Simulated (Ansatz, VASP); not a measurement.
Two plane-wave programs on Be2C

```
C Be
1.0
     0.00000    2.15047    2.15047
     2.15047    0.00000    2.15047
     2.15047    2.15047    0.00000
C Be
1 2
Direct
  0.00000 0.00000 0.00000
  0.75000 0.75000 0.75000
  0.25000 0.25000 0.25000
```

Change from the starting cell: volume scaled by 0.98.

Alike in both runs: task single point; functional PBEsol; k mesh 11 × 11 × 11; occupations fermi-dirac, width 0.05 eV; no spin polarisation.

|  | VASP | Ansatz |
| --- | --- | --- |
| version | VASP 6.6.1 | Ansatz 0.2.0 |
| potentials or method | VASP PAW PBE potentials, release 64 (C, Be) | Ansatz PAW |
| plane-wave cutoff (eV) | 520 | 420 |
| valence electrons in the cell | 8 | 8 |

Ansatz gave:

* gap on the k mesh at the Fermi level (eV): 1.18
* least direct gap on the mesh (eV): 4.13
* pressure (GPa): 1.4

Task: Which values does VASP return?

Result: gap on the k mesh at the Fermi level (eV): 1.16; least direct gap on the mesh (eV): 4.12; pressure (GPa): 2.1.

With one functional, cell and mesh, what is left measures potentials, basis and numerics.

Caveats: the PAW data sets were made with another functional, which shifts forces and pressure a little (VASP); an odd mesh through Γ misses points on the zone boundary, where band edges often lie (VASP); odd divisions of the mesh miss points on the zone boundary, where band edges often lie, so the gap on the mesh can be too wide (Ansatz); the PAW data sets come from PBE, with cores solved anew for the run's functional, which leaves a small shift of forces and pressure (Ansatz).
